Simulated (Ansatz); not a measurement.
Stackings of close-packed layers of KCl (capitals for K, lower case for the other element), each relaxed to a stress under 0.05 GPa; energies count from the stacking AcBaCb (Fm-3m).

Method: DFT PBEsol, scalar-relativistic, plane waves, PAW (Ansatz 0.2.0).

Cutoff 420 eV, Gaussian smearing of 0.02 eV, energies at zero smearing, symmetry of each start kept, no spin polarisation.

Problem. Order these by excess energy, lowest first.
A. AcBcAcBaCb
B. AcBc
C. AcBcAcBaCbAcBc
D. AcBcAbCb
E. AcBaCbAbCaBc
F. AbAc

Solution. E (10.8 meV/atom), A (12.8 meV/atom), D (15.7 meV/atom), C (17.8 meV/atom), F (28.1 meV/atom), B (29.5 meV/atom).

```tsv
start	atoms	k mesh	excess energy (meV/atom)	spacing of like layers (Å)	a (Å)	gap on the mesh (eV)
AbAc	4	6×6×3	28.1	3.789	4.306	5.04
AcBc	4	6×6×3	29.5	3.812	4.296	4.73
AcBcAbCb	8	6×6×2	15.7	3.724	4.348	4.90
AcBaCbAbCaBc	12	6×6×1	10.8	3.683	4.371	4.95
AcBcAcBaCb	10	6×6×2	12.8	3.704	4.360	4.90
AcBcAcBaCbAcBc	14	6×6×1	17.8	3.732	4.343	4.81
```

The rule behind the order, tried on AcBcAbCb: A straight line of excess energy against the share of capital letters between two alike capitals (those atoms sit in trigonal prisms, the others in octahedra) through the other rows but AbAc gives 15.6 meV/atom at 50 %.

An odd mesh misses points on the zone edge, so a gap read on it can be too wide.

Cost: 6 runs of about 4.9 core-minutes in all, on Arm Neoverse V1 (shared hosts).